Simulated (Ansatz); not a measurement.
# Mg (Fm-3m) in Ansatz: further runs

Aim: see how the results for Mg move with the level of theory and the settings. Levels: r2SCAN, PBEsol. Tasks: atomic charges.

Everything below comes from runs of Ansatz 0.2.0. Logs are shortened: lines on timing, memory, paths and dates and some standing lists are left out, and cuts for length are marked.

## Step 1: The undisturbed crystal

It takes space group Fm-3m (No. 225, cubic). Conventional cell: a = 4.489 Å, b = 4.489 Å, c = 4.489 Å, α = 90.00°, β = 90.00°, γ = 90.00°. Around Mg (site symmetry m-3m) lie 12 Mg at 3.17 Å.

This isn't the form of Mg at room conditions, which is hcp.

## Step 2: Atomic charges, r2SCAN, collinear spin, zero start (cell strained at random at fixed volume)

The input, input.yaml:

```yaml
crystal:
  lattice:
    - [-0.002637, 2.25942, 2.219839]
    - [2.258974, -0.04682, 2.264022]
    - [2.194627, 2.239255, 0.017527]
  atoms:
    - { symbol: Mg, position: [0.008457, 0.040345, -0.019387] }
hamiltonian:
  xc: r2scan
  pseudopotentials: { kind: paw }
magnetization:
  spin_polarized: true
kpoints:
  mp_grid: { grid: [8, 8, 8] }
scf:
  occupations: { method: fermi_dirac, width: 0.1 }
  convergence: { dr2_threshold: 1.0e-06 }
output:
  forces: true
  stress: true
  eigenvalues: true
  bader: true
  populations: intrinsic
```

Potentials or basis: Ansatz PAW.

Command:

```bash
$ ansatz run input.yaml --threads 1 --pin off --max-ram 2560MiB --backend cpu --events-out ev --progress --plain --runs-dir out
```

Output:

```text
Warning: scf.convergence.dr2_threshold = 1e-6 eV is looser than this run's default, which is 1e-7 eV or tighter. The error in the forces grows as the threshold's square root, so leave the key out unless less accurate forces are enough
Warning: output.stress: scf.convergence.dr2_threshold = 1e-6 eV is looser than the 1e-10 eV advised for a printed stress (1e-10 eV for each atom of the cell: 1). What an SCF threshold leaves in a stress goes as its square root, and in the free energy as the threshold itself, and one threshold admits the most on a small cell: of the crystals measured, under no hybrid functional and no lock of the moments, on runs that ended without the residual-converged pass, on stresses that held no estimate of that error, the worst erred by over 100 MPa in a component at 1e-7 eV an atom and by under 5 at 1e-10. Set scf.convergence.dr2_threshold to 1e-10 eV or tighter. The threshold is an SCF's pass mark: one that does not reach it within its budget of iterations ends unconverged, or closes short of it on a stop that the run arms, and scf.convergence.dr2_threshold's page says what that costs each kind of run
Warning: RAYON_NUM_THREADS=1 ignored (pool sized by the plan → 1); use --threads N
Engine: ansatz 0.2.0, aarch64-unknown-linux-gnu
Pseudopotentials: kind: paw
Pseudopotential: Mg, paw, valence charge 10, recommended cutoff 500 eV (meta_gga), Mg.paw.azcp
Functional definition: r2SCAN
  parameter k0 = 0.174
  parameter k1 = 0.065
  parameter a1 = 4.9479
  exchange = r2scan_x(k0 = k0, k1 = k1, a1 = a1)
  correlation = r2scan_c
Crystal: 1 atoms, lattice volume = 22.607 Å³
Basis set: ecut = 500 eV, 557 PW (Γ), exchange–correlation on 96×96×96 points (64 copies of the dense FFT grid, shifted against one another)
Bands: 9, of which v1, the nominal top of the filled ones, is band 5 counted from 1 (4 counted from 0)
Symmetry: 2 space group operations
Space group: P-1 (ITA 2), of the structure as read, at distance tolerance 2.8e-5 Å
k-points: 260 of 512
Non-local potential: Mg, projectors of the file, l = 0: 3, l = 1: 2, l = 2: 1
PAW form: soft (Blöchl's): semilocal exchange-correlation on the pseudo side does not see the compensation charge
PAW frozen core: Mg, regenerated for the run's functional (the file was generated under x = pbe(κ = 0.804, μ = 0.2195149727645171), c = pbe(β = 0.06672455060314922))
PAW one-centre angular grid: Mg, 302 points (default); XC on 224 Gauss nodes
Initial density: superposition of atomic densities (chi_scale 0.1, normalization cell)
Initial wavefunctions: pseudopotential atomic-orbital guess
Functional: x = r2scan, c = r2scan; τ floored in thin density (d = 2e-4 eV/Å³)
iter 1 solved again at ethr=5.22e-4 eV; its pass at ethr=3.10e-3 eV (dr2=5.22e-2 eV) is discarded
SCF iter   1: F=—  HF=-1925.835629 eV  |F-HF|=—  |Δ(HF+E_count)|=         —  Δρ=1.65e-2 (↑1.65e-2 ↓1.52e-2)  dr2=4.96e-2  dr2_τ=3.08e-4  dr2_m=4.15e-2  M=0.630 μB ∫|m|=0.630 μB  ethr=5.22e-4  ⟨swp⟩=1.0  Hψ=21078  notcnv=0
Mixer restart at iter 1: flushing history
SCF iter   2: F=—  HF=-1926.206728 eV  |F-HF|=—  |Δ(HF+E_count)|=         —  Δρ=1.16e-2 (↑1.10e-2 ↓1.16e-2)  dr2=5.03e-2  dr2_τ=1.70e-4  dr2_m=1.56e-2  M=0.241 μB ∫|m|=0.241 μB  β_m=0.30  ethr=4.96e-4  ⟨swp⟩=4.3  Hψ=21165  notcnv=0  defer=3
preconditioner: auto → none  [metal: Δε(μ)=0.014 eV  Ē_g=10.895 eV  σ=0.100 eV  W_gap=0.03  n_scr=2 (ndim 8)  ℏωp=11.0 eV  f_vac=0.000  D(μ)=0.39/eV (n_scr^D=0)  sad-step TF]
SCF iter   3: F=—  HF=-1926.247034 eV  |F-HF|=—  |Δ(HF+E_count)|=   4.03e-2  Δρ=9.62e-3 (↑9.00e-3 ↓9.62e-3)  dr2=3.89e-2  dr2_τ=8.07e-5  dr2_m=1.05e-2  M=0.194 μB ∫|m|=0.194 μB  β_m=0.60  ethr=4.96e-4  ⟨swp⟩=3.0  Hψ=10933  notcnv=0
SCF iter   4: F=—  HF=-1926.387479 eV  |F-HF|=—  |Δ(HF+E_count)|=   1.40e-1  Δρ=2.77e-3 (↑1.91e-3 ↓2.77e-3)  dr2=1.55e-3  dr2_τ=1.27e-5  dr2_m=5.27e-4  M=0.059 μB ∫|m|=0.060 μB  β_m=0.64  ethr=3.89e-4  ⟨swp⟩=3.1  Hψ=8278  notcnv=0
Mixer restart at iter 4: flushing history
SCF iter   5: F=—  HF=-1926.395611 eV  |F-HF|=—  |Δ(HF+E_count)|=         —  Δρ=3.67e-4 (↑3.67e-4 ↓3.67e-4)  dr2=8.56e-5  dr2_τ=4.70e-7  dr2_m=0.00e0  M=0.000 μB ∫|m|=0.000 μB  β_m=0.64  ethr=1.55e-5  ⟨swp⟩=6.7  Hψ=17037  notcnv=0
SCF iter   6: F=—  HF=-1926.395612 eV  |F-HF|=—  |Δ(HF+E_count)|=   1.53e-6  Δρ=8.31e-5 (↑8.31e-5 ↓8.31e-5)  dr2=5.95e-6  dr2_τ=4.00e-8  dr2_m=0.00e0  M=0.000 μB ∫|m|=0.000 μB  β_m=0.76  ethr=8.56e-7  ⟨swp⟩=1.9  Hψ=4969  notcnv=0
SCF iter   7: F=-1926.395615 eV  HF=-1926.395615 eV  |F-HF|=4.85e-9  |Δ(HF+E_count)|=   2.67e-6  Δρ=1.07e-5 (↑1.07e-5 ↓1.07e-5)  dr2=6.53e-8  dr2_τ=3.74e-10  dr2_m=0.00e0  M=0.000 μB ∫|m|=0.000 μB  ethr=1.00e-8  ⟨swp⟩=5.9  Hψ=12431  notcnv=0
SCF 1 converged in 7 iterations: F = -1926.395615 eV  dr2 = 6.53e-8
SCF converged after 7 iterations
Magnetization: 0.0000 μB (5.0000 up, 5.0000 down)
Absolute magnetization: 0.0000 μB (∫|ρ↑−ρ↓|)
Spin contamination: 0.0000 ħ² per cell (⟨S²⟩ above its minimum at these occupations)
Per-site moments (μB) at R_I (Å): [(0.0, 1.2833029377140084)]
Free energy (F): -1926.395615 eV
Harris-Foulkes:  -1926.395615 eV  (|F-HF|=4.85e-9)
Internal energy: -1926.379610 eV  (E = F + TS)
E sigma→0 (E₀):  -1926.387612 eV
Entropy (-TS):   -0.016005 eV (-16.005 meV/atom)
Fermi energy:    5.633314 eV
--- Per-component energies (eV) ---
  E_band       = -370.318638
  E_kinetic    = 74.394767
  E_local      = -1615.974757  (includes V_loc(G=0)·N_el)
  E_nonlocal   = 95.922334
  E_hartree    = 577.282024
  E_xc         = -26.419880
  E_vxc        = -38.368117  (∫ρ·V_xc dr)
  E_paw        = -296.265526  (= ΣΔE_a)
  E_vpaw       = -43.355598  (= ΣTr[D̂ρ^β])
  E_aug_tail   = -0.000001  (compensation charges beyond the density's cutoff)
  E_vtau       = 2.509633  (kinetic-family band-sum trace: ∫τ·v_τ [+ j·A + Jᵃ·Aᵃ] dr)
  E_ewald      = -735.292362
  E_core_change = -0.026208  (= ΣΔE_core)
  E_smearing   = -0.016005  (= −TS)
  E_closure    = -0.000000  (closes the sum)
  Σ components = -1926.395615   (vs F -1926.395615, Δ=0.00e0)
--- Forces (eV/Å), atoms counted from 1 ---
  atom   1  Mg     0.00000000     0.00000000     0.00000000
  max |Σ_I F_I| component: 0.00e0 eV/Å
--- Stress (GPa, compression-positive) ---
        0.442768       0.753718      -0.581625
        0.753718      -0.059668       0.751620
       -0.581624       0.751620       0.568825
  P = ⅓ Tr σ = 0.3173 GPa (3.173 kbar)
--- Band table (eV; the first three rows and the last of 520) ---
  k-point 0 ↑: bands = ["-73.1797", "-38.2628", "-38.2583", "-38.2558", "-1.6703", "18.3516", "19.1589", "19.5525", "20.3678"]
  k-point 1 ↑: bands = ["-73.1792", "-38.2636", "-38.2617", "-38.2590", "-1.2836", "15.8221", "17.8724", "18.5326", "20.7387"]
  k-point 2 ↑: bands = ["-73.1779", "-38.2757", "-38.2651", "-38.2616", "-0.1342", "11.4947", "17.2924", "17.8618", "20.1703"]
  k-point 259 ↓: bands = ["-73.1764", "-38.2956", "-38.2668", "-38.2626", "3.8680", "4.6103", "17.2142", "18.3045", "18.3366"]
--- intrinsic populations: 1 site ---
  site symbol       q [e]    m [muB]
     0     Mg      9.8530     0.0000
  spilling = 0.014702 (of n_electrons = 10.000000)
--- Bader charges: 1 site ---
  site symbol  charge [e]  shift [e]    m [muB]
     0     Mg      0.0000     0.0000     0.0000
  estimated error of the sums over rays = 4.9e-7 e
```

It took 17 s on 1 thread of Arm Neoverse V2, shared host; peak memory 0.43 GiB.

What came out:

* Free energy: -1926.3956 eV
* Pressure: 0.3 GPa
* Band gap on the k mesh: none (metal or under the smearing width)
* Net moment: 0.00 μB per cell
* Absolute moment: 0.00 μB per cell

Caveat: the PAW data sets come from PBE, with cores solved anew for the run's functional, which leaves a small shift of forces and pressure; the thresholds are loose for stress.

## Step 3: Atomic charges, PBEsol (volume scaled by 1.25)

The input, input.yaml:

```yaml
crystal:
  lattice:
    - [0.0, 2.4175514899, 2.4175514899]
    - [2.4175514899, 0.0, 2.4175514899]
    - [2.4175514899, 2.4175514899, 0.0]
  atoms:
    - { symbol: Mg, position: [0.0, 0.0, 0.0] }
hamiltonian:
  xc: pbesol
  pseudopotentials: { kind: paw }
kpoints:
  mp_grid: { grid: [10, 10, 10] }
scf:
  occupations: { method: fermi_dirac, width: 0.1 }
  algorithm: direct_min
output:
  forces: true
  stress: true
  eigenvalues: true
  bader: true
  populations: true
```

Potentials or basis: Ansatz PAW.

Command:

```bash
$ ansatz run input.yaml --threads 1 --pin off --max-ram 2560MiB --backend cpu --events-out ev --progress --plain --runs-dir out
```

Output:

```text
Warning: RAYON_NUM_THREADS=1 ignored (pool sized by the plan → 1); use --threads N
Engine: ansatz 0.2.0, aarch64-unknown-linux-gnu
Pseudopotentials: kind: paw
Pseudopotential: Mg, paw, valence charge 10, recommended cutoff 420 eV (normal), Mg.paw.azcp
Functional definition: PBEsol
  exchange = pbesol_x
  correlation = pbesol_c
Crystal: 1 atoms, lattice volume = 28.259 Å³
Basis set: ecut = 420 eV, 537 PW (Γ), exchange–correlation on 48×48×48 points (8 copies of the dense FFT grid, shifted against one another)
Bands: 9, of which v1, the nominal top of the filled ones, is band 5 counted from 1 (4 counted from 0)
Symmetry: 48 space group operations
Space group: Fm-3m (ITA 225), of the structure as read, at distance tolerance 3.0e-5 Å
k-points: 47 of 1000
Non-local potential: Mg, projectors of the file, l = 0: 3, l = 1: 2, l = 2: 1
PAW form: soft (Blöchl's): semilocal exchange-correlation on the pseudo side does not see the compensation charge
PAW frozen core: Mg, regenerated for the run's functional, and the local potential with it (the file was generated under x = pbe(κ = 0.804, μ = 0.2195149727645171), c = pbe(β = 0.06672455060314922))
PAW one-centre angular grid: Mg, 110 points (default); XC on 64 Gauss nodes
Initial density: superposition of atomic densities (neutral atoms: chi_scale 0, normalization atom), corrected by the library's trained network
[... 32 lines left out ...]
  E_core_change = 0.058862  (= ΣΔE_core)
  E_smearing   = -0.018850  (= −TS)
  E_closure    = -0.000000  (closes the sum)
  Σ components = -1911.938942   (vs F -1911.938942, Δ=0.00e0)
--- Forces (eV/Å), atoms counted from 1 ---
  atom   1  Mg     0.00000000    -0.00000000     0.00000000
  max |Σ_I F_I| component: 3.05e-29 eV/Å
--- Stress (GPa, compression-positive) ---
       -5.140705      -0.000000       0.000000
       -0.000000      -5.140705      -0.000000
        0.000000       0.000000      -5.140705
  P = ⅓ Tr σ = -5.1407 GPa (-51.407 kbar)
--- Band table (eV; the first three rows and the last of 47) ---
  k-point 0: bands = ["-71.9103", "-38.8438", "-38.8438", "-38.8438", "-2.0292", "15.1808", "15.1808", "15.1808", "16.1067"]
  k-point 1: bands = ["-71.9102", "-38.8451", "-38.8440", "-38.8440", "-1.8356", "12.6783", "14.6005", "14.6005", "16.3774"]
  k-point 2: bands = ["-71.9099", "-38.8486", "-38.8446", "-38.8446", "-1.2569", "9.7708", "14.0291", "14.0291", "16.0434"]
  k-point 46: bands = ["-71.9090", "-38.8542", "-38.8518", "-38.8492", "4.8620", "5.6544", "6.0511", "7.0064", "15.6170"]
--- Löwdin populations: 1 site ---
  site symbol       q [e]
     0     Mg      9.4964
  spilling = 0.050364 (of n_electrons = 10.000000)
--- Bader charges: 1 site ---
  site symbol  charge [e]  shift [e]
     0     Mg      0.0000     0.0000
  estimated error of the sums over rays = 1.1e-7 e
```

populations.tsv:

```text
# site	symbol	l	j	q
# orbitals = lowdin
# n_electrons = 10.000000
# spilling = 0.050364
0	Mg	0_2S	-	1.999662
0	Mg	0_3S	-	1.496715
0	Mg	1_2P	-	5.999987
```

It took 2.4 s on 1 thread of Arm Neoverse V2, shared host; peak memory 0.26 GiB.

What came out:

* Free energy: -1911.9389 eV
* Pressure: -5.1 GPa
* Band gap on the k mesh: none (metal or under the smearing width)

Caveat: the PAW data sets come from PBE, with cores solved anew for the run's functional, which leaves a small shift of forces and pressure.

## Step 4: The reference run

An earlier run on the cell as given: functional PBE; potentials or basis Ansatz PAW; cutoff 420 eV (not typed: the program's choice for these potentials); k mesh 10 × 10 × 10; occupations fermi-dirac, width 0.05 eV; no spin polarisation.

* Pressure: 0.8 GPa
* Band gap on the k mesh: none (metal or under the smearing width)

## Step 5: The runs side by side

```tsv
task	level	spin	cell	k mesh	cutoff (eV)	smearing	other keys	gap on the mesh (eV)	pressure (GPa)
atomic charges	r2SCAN	collinear, zero start	cell strained at random at fixed volume	8 × 8 × 8	500	fermi-dirac 0.1 eV	scf.convergence.dr2_threshold = 1e-06; hamiltonian.xc = r2scan	none	0.3
atomic charges	PBEsol	off	volume scaled by 1.25	10 × 10 × 10	420	fermi-dirac 0.1 eV	scf.algorithm = direct_min	none	-5.1
single point	PBE	off	as given	10 × 10 × 10	420	fermi-dirac 0.05 eV	-	none	0.8
```

Alike in all rows: potentials or basis Ansatz PAW.

Caveats: the PAW data sets come from PBE, with cores solved anew for the run's functional, which leaves a small shift of forces and pressure (some runs); the thresholds are loose for stress (some runs).

Total energies depend on the potentials used, so only differences within one code and one set of settings carry meaning.
